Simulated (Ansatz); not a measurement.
Structure: a 4-atom cell of O (Cmme) from a materials database, at its r2SCAN+rVV10 minimum. It is orthorhombic, Cmme (No. 67); a = 2.988 Å, b = 7.517 Å, c = 4.026 Å in the conventional setting, 11.30 Å³ an atom. Around O lie 1 O at 1.20 Å.

```
O
1.0
     4.04223    0.00000   -0.05110
     0.00000    4.02616    0.00000
    -1.06457    0.00000    2.79145
O
4
Direct
  0.33986 0.68420 0.67024
  0.66014 0.68420 0.82976
  0.66014 0.31580 0.32976
  0.33986 0.31580 0.17024
```

The questions ask for values computed with the plane-wave code Ansatz on this geometry. No spin polarisation and no zero-point or thermal motion.

Given (8×6×10 mesh): With PBE the valence top lies at Z and the conduction bottom at C₂, 0.91 eV higher; the smallest vertical gap, at C₂, is 0.94 eV.

Question: Estimate the gap with HSE06 on 6×4×6.

Answer: HSE06 gives an indirect gap of 1.70 eV, from Z to C₂; the least direct gap is 1.72 eV at C₂. The gap differs by +0.79 eV from PBE's.

Question: Estimate the gap with DDH-PBE0 on 6×4×6.

Answer: With DDH-PBE0 the valence top lies at Z and the conduction bottom at C₂, 1.92 eV higher; the smallest vertical gap, at C₂, is 1.95 eV. The share of exact exchange is 0.172. The gap differs by +1.01 eV from PBE's.

Question: What does G0W0@PBE with 334 empty bands, a screening cutoff of 220 eV and a 4×4×6 mesh give?

Answer: 2.07 eV (PBE's gap over the path plus the quasiparticle shift read on the mesh). The quasiparticle gap on this mesh is 2.07 eV (Z to C₂), against 0.91 eV from PBE: +1.16 eV. Renormalisation factors Z lie between 0.56 and 0.62. G0W0 here is at a finite number of bands, screening cutoff and k mesh, not at the basis limit.

Question: What are ε∞ and the Born charges with r2SCAN?

Answer: The electronic dielectric tensor ε∞ is a tensor with principal values 2.27, 4.14, 11.42. Born charges, averaged over directions: O 0.00 e.

The meshes of the hybrids are coarse, so their gaps aren't converged to the digits shown.
